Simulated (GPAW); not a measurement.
# ZnSe (Stilleite) (F-43m) in GPAW: single point with PBE

Aim: the single point of ZnSe (Stilleite) with PBE.

Everything below comes from runs of GPAW 26.7.0. Logs are shortened: lines on timing, memory, paths and dates and some standing lists are left out, and cuts for length are marked. The log counts tension as positive stress, the text compression.

**What was measured.**

From “Alloy Disordering Effects on the Thermal Conductivity and Energy Gap Temperature Dependence of Cd1−xZnxSe Ternary Crystals Grown by the Bridgman Method”, 2023, pmc:10253836, for a bulk crystal of ZnSe at 300 K: band gap 2.695 ± 0.003 eV (an exciton energy, a little under the gap).

The runs below are set against these values where they give the same quantity.

### Step 1. The crystal as given

Symmetry: F-43m, No. 216, cubic system. Conventional cell: a = 5.668 Å, b = 5.668 Å, c = 5.668 Å, α = 90.00°, β = 90.00°, γ = 90.00°. Se (site symmetry -43m) is surrounded by 4 Zn at 2.45 Å. Zn (site symmetry -43m) is surrounded by 4 Se at 2.45 Å.

### Step 2. Single point, PBE

run.py

```python
from ase import Atoms
from ase.dft.bandgap import bandgap
from ase.io import write
from ase.units import GPa
from gpaw import GPAW, PW

atoms = Atoms(['Se', 'Zn'],
              cell=[[0.0, 2.8338, 2.8338],
                    [2.8338, 0.0, 2.8338],
                    [2.8338, 2.8338, 0.0]],
              scaled_positions=[[0.75, 0.75, 0.75],
                                [0.0, 0.0, 0.0]],
              pbc=True)

calc = GPAW(mode=PW(450),
            xc='PBE',
            kpts={'size': (7, 7, 7), 'gamma': True},
            occupations={'name': 'fermi-dirac', 'width': 0.05},
            nbands=18,
            maxiter=120,
            txt='gpaw.txt')
atoms.calc = calc
energy = atoms.get_potential_energy()
forces = atoms.get_forces()
stress = atoms.get_stress()
calc.write('gs.gpw')
write('result.traj', atoms)
print(f'Energy: {energy:.6f} eV')
print('Forces (eV/A):')
print(forces.round(4))
print('Stress (GPa):', (stress / GPa).round(3))
print('Fermi level:', round(calc.get_fermi_level(), 4), 'eV')
print(f'Gap: {bandgap(calc)[0]:.4f} eV, direct: {bandgap(calc, direct=True)[0]:.4f} eV')
```

Potentials or basis: GPAW PAW data sets (gpaw-data 1.2.1), pw.

Launch:

```sh
$ OMP_NUM_THREADS=1 python run.py
```

gpaw.txt:

```text
__  _  _
 | _ |_)|_||  |
 |__||  | ||/\| - 26.7.0

Input parameters:
  mode=PW(ecut=450.00000000000006),
  kpts=MonkhorstPack(size=(7, 7, 7), gamma=True),
  maxiter=120,
  nbands=18,
  occupations=Occupations(name='fermi-dirac', width=0.05),
  xc=XC(name='PBE')

Diagonalizing LCAO Hamiltonian
Converting LCAO to pw mode

                    Se

       Zn

Atoms  # Å, Bohr magnetons
|   | symbol |        x |        y |        z |    initial magnetic moments |
|---|--------|----------|----------|----------|-----------------------------|
| 0 |     Se | 4.250700 | 4.250700 | 4.250700 | ( 0.0000,  0.0000,  0.0000) |
| 1 |     Zn | 0.000000 | 0.000000 | 0.000000 | ( 0.0000,  0.0000,  0.0000) |

Unit cell  # Å
| periodic |        x |        y |        z |  lengths |    angles |
|----------|----------|----------|----------|----------|-----------|
|      yes | 0.000000 | 2.833800 | 2.833800 | 4.007598 | 60.000000 |
|      yes | 2.833800 | 0.000000 | 2.833800 | 4.007598 | 60.000000 |
|      yes | 2.833800 | 2.833800 | 0.000000 | 4.007598 | 60.000000 |

Number of symmetries: 24
Symmetry operations  # r_c * U_cc + t_c -> r_c
|    | kind |            matrix            |
|----|------|------------------------------|
|  0 |  E   |  1, 0, 0,  0, 1, 0,  0, 0, 1 |
|  1 |  σ   |  1, 0, 0,  0, 0, 1,  0, 1, 0 |
|  2 |  σ   |  1, 0,-1,  0, 1,-1,  0, 0,-1 |
|  3 |  C3  |  1, 0,-1,  0, 0,-1,  0, 1,-1 |
|  4 |  C3  |  1,-1, 0,  0,-1, 1,  0,-1, 0 |
|  5 |  σ   |  1,-1, 0,  0,-1, 0,  0,-1, 1 |
|  6 |  σ   |  0, 1, 0,  1, 0, 0,  0, 0, 1 |
|  7 |  C3  |  0, 1, 0,  0, 0, 1,  1, 0, 0 |
|  8 |  C2  |  0, 1,-1,  1, 0,-1,  0, 0,-1 |
|  9 |  S4  |  0, 1,-1,  0, 0,-1,  1, 0,-1 |
| 10 |  C3  |  0, 0, 1,  1, 0, 0,  0, 1, 0 |
| 11 |  σ   |  0, 0, 1,  0, 1, 0,  1, 0, 0 |
| 12 |  S4  |  0, 0,-1,  1, 0,-1,  0, 1,-1 |
| 13 |  C3  |  0, 0,-1,  0, 1,-1,  1, 0,-1 |
| 14 |  S4  |  0,-1, 1,  1,-1, 0,  0,-1, 0 |
| 15 |  C2  |  0,-1, 1,  0,-1, 0,  1,-1, 0 |
| 16 |  C3  |  0,-1, 0,  1,-1, 0,  0,-1, 1 |
| 17 |  S4  |  0,-1, 0,  0,-1, 1,  1,-1, 0 |
| 18 |  S4  | -1, 1, 0, -1, 0, 1, -1, 0, 0 |
| 19 |  C3  | -1, 1, 0, -1, 0, 0, -1, 0, 1 |
| 20 |  C3  | -1, 0, 1, -1, 1, 0, -1, 0, 0 |
| 21 |  S4  | -1, 0, 1, -1, 0, 0, -1, 1, 0 |
| 22 |  σ   | -1, 0, 0, -1, 1, 0, -1, 0, 1 |
| 23 |  C2  | -1, 0, 0, -1, 0, 1, -1, 1, 0 |

BZ-sampling:
  Number of BZ points: 343
  Number of IBZ points: 20

  Monkhorst-Pack size: [7, 7, 7]
  Monkhorst-Pack shift: [0, 0, 0]

K-points  # in reciprocal-cell coordinates
|     |                                coordinates |     weight |
|-----|--------------------------------------------|------------|
|   0 | (  0.00000000,   0.00000000,   0.00000000) | 0.00291545 |
|   1 | (  0.14285714,   0.14285714,   0.00000000) | 0.01749271 |
|   2 | (  0.14285714,   0.14285714,   0.14285714) | 0.02332362 |
|   3 | (  0.28571429,   0.14285714,   0.14285714) | 0.03498542 |
|   4 | (  0.28571429,   0.28571429,   0.00000000) | 0.01749271 |
|   5 | (  0.28571429,   0.28571429,   0.14285714) | 0.06997085 |
|   6 | (  0.28571429,   0.28571429,   0.28571429) | 0.02332362 |
|   7 | (  0.42857143,  -0.28571429,  -0.28571429) | 0.03498542 |
|   8 | (  0.42857143,   0.28571429,  -0.42857143) | 0.13994169 |
|   9 | (  0.42857143,   0.28571429,  -0.28571429) | 0.06997085 |
| ... |                                            |            |
|  19 | (  0.42857143,   0.42857143,   0.42857143) | 0.02332362 |

Plane wave coefficients: 998
Cutoff: 450.00000000000006 eV

Spin-components: 1 (collinear spins)
Bands:           18
Projectors:      11
Spin-degeneracy: 2
Datatype:        complex128

Parallelization:
  kpt:    1
  domain: 1
  band:   1

Density:
  Valence electrons: 18.0
  Components: 1
  Grid points: [20 20 20]
  Charge: 0.0  # |e|

Potential:
  Grid points: [20 20 20]

species:
  Se:
    name:    Selenium
    Z:       34.0
    valence: 6
    core:    28
    charge:  0.0  # [|e|]
    compensation charges:
      type: gauss
      rc: 0.27  # [Å]
      lmax: 2
    cutoffs:
      filter: 1.77  # [Å]
      core: 2.67  # [Å]
    projectors
    | kind |    occ | energy [eV] | rcut [Å] |
    |------|--------|-------------|----------|
    |   4s |  2.000 |     -17.277 |    0.847 |
    |   4p |  4.000 |      -6.512 |    1.005 |
    |    s |        |       9.935 |    0.847 |
    |    p |        |      20.699 |    1.005 |
    |    d |        |       0.000 |    0.847 |

    Using partial waves for Se as LCAO basis

  Zn:
    name:    Zinc
    Z:       30.0
    valence: 12
    core:    18
    charge:  0.0  # [|e|]
    compensation charges:
      type: gauss
      rc: 0.37  # [Å]
      lmax: 2
    cutoffs:
      filter: 2.14  # [Å]
      core: 2.28  # [Å]
    projectors
    | kind |    occ | energy [eV] | rcut [Å] |
    |------|--------|-------------|----------|
    |   4s |  2.000 |      -5.977 |    1.286 |
    |   4p |  0.000 |      -1.117 |    1.270 |
    |   3d | 10.000 |     -10.142 |    1.180 |
    |    s |        |      21.234 |    1.286 |
    |    p |        |      26.095 |    1.270 |
    |    d |        |      17.070 |    1.180 |

    Using partial waves for Zn as LCAO basis

Reference energy: -114964.858784  # eV

eigensolver:
  PPCG
  Converge bands: occupied
  niter=2

density mixing:
  MSR1-Mixer
  Pratt-step length: 0.05
  Maximum mixing coefficient: 0.75
  Old densities: 10
  SVD Regularization: 0.005
  Good broyden scale: 1.0
  Trust region scale: 1.0
  Backstep threshold: 4.0
  History deletion threshold: 6.0
  Fourier metric: weight=20.0, sigma=0.015

occupation numbers:
  Fermi-Dirac:
    width: 0.0500  # eV

poisson solver:
  ecut: 3600.0000000000005  # eV

xc functional:
  name: PBE with 2 nearest neighbor stencil

convergence criteria:
- Maximum [total energy] change in last 3 cyles: 0.0005 eV / valence electron
- Maximum integral of absolute [dens]ity change: 0.0001 electrons / valence electron
- Maximum integral of absolute [eigenst]ate change: 4e-08 eV^2 / valence electron
maximum number of iterations: 120

SCF iterations
|iter     | |      energy | eigst |  dens |
|---------|-|-------------|-------|-------|
|iter:   1| |   -6.322320 | -0.34 |       |
|iter:   2| |   -6.264579 | -2.26 | -1.24 |
|iter:   3| |   -6.081517 | -1.68 | -1.28 |
|iter:   4| |   -6.080978 | -2.72 | -1.83 |
|iter:   5| |   -6.081928c| -3.91 | -2.31 |
|iter:   6| |   -6.081882c| -4.39 | -2.96 |
|iter:   7| |   -6.081900c| -5.49 | -3.54 |
|iter:   8| |   -6.081904c| -6.31 | -3.93 |
|iter:   9| |   -6.081904c| -8.36c| -5.04c|

Converged in 9 steps
Energy contributions relative to reference atoms: (reference = -114964.858784)

Energy contributions:
  Kinetic:          13.221212
  Coulomb:         -11.221357
  Zero:             -0.065216
  External:          0.000000
  Xc:               -8.016544
  Entropy:          -0.000000
  Spinorbit:         0.000000
  ----------------------------
  Free energy:      -6.081904
  Extrapolated:     -6.081904

dipole moment: (-7.072490, -7.072490, -7.072490)  # |e|*Ang

Fermi level: 4.553
Eigenvalues  # (at kpt = [0.000, 0.000, 0.000])
| band index |      eig [eV] | occ [0-2] |
|------------|---------------|-----------|
|          0 |        -9.372 |     2.000 |
|          1 |        -2.641 |     2.000 |
|          2 |        -2.641 |     2.000 |
|          3 |        -2.641 |     2.000 |
|          4 |        -2.276 |     2.000 |
|          5 |        -2.276 |     2.000 |
[... 10 lines left out ...]
|         16 |        16.945 |     0.000 |
|         17 |        16.945 |     0.000 |

Gap: 1.298 eV
Transition (v -> c):
  (s=0, k=0, n=8, [0.00, 0.00, 0.00]) -> (s=0, k=0, n=9, [0.00, 0.00, 0.00])
No difference between direct/indirect transitions

Forces  # eV/Ang
|       x |        y |        z |
|---------|----------|----------|
| 0.00000 |  0.00000 |  0.00000 |  # Se   0
| 0.00000 | -0.00000 | -0.00000 |  # Zn   1

Stress tensor  # eV/Ang^3
|         x |         y |         z |
|-----------|-----------|-----------|
| -0.010529 |  0.000000 |  0.000000 |
|  0.000000 | -0.010529 | -0.000000 |
|  0.000000 | -0.000000 | -0.010529 |

# Writing to gs.gpw (mode='')
```

It used 20 s of CPU time on 1 thread of Intel(R) Xeon(R) Processor @ 2.50GHz (Skylake/Cascade Lake), with other jobs on the host, which was overloaded at the time.

What came out:

| Item | Value |
| --- | --- |
| Free energy | -6.0819 eV |
| Pressure | 1.7 GPa |
| Band gap on the k mesh | 1.30 eV, direct |

Caveat: the cutoff is short for stress and forces, so pressures can be off by a GPa or more.

### Step 3. How close it comes

Step 2. Against the measured gap of ZnSe, 2.695 eV (an exciton energy, a little under the gap; 300 K; “Alloy Disordering Effects on the Thermal Conductivity and Energy Gap Temperature Dependence of Cd1−xZnxSe Ternary Crystals Grown by the Bridgman Method”, 2023, pmc:10253836), the calculated 1.30 eV is off by -1.40 eV. So large a miss can be the level of theory's own, or it may mean another phase, state or a wrong row. Spin-orbit coupling on Se is left out. The value is that of PBE, without temperature or zero-point motion. Semilocal functionals fall short of measured gaps as a rule.
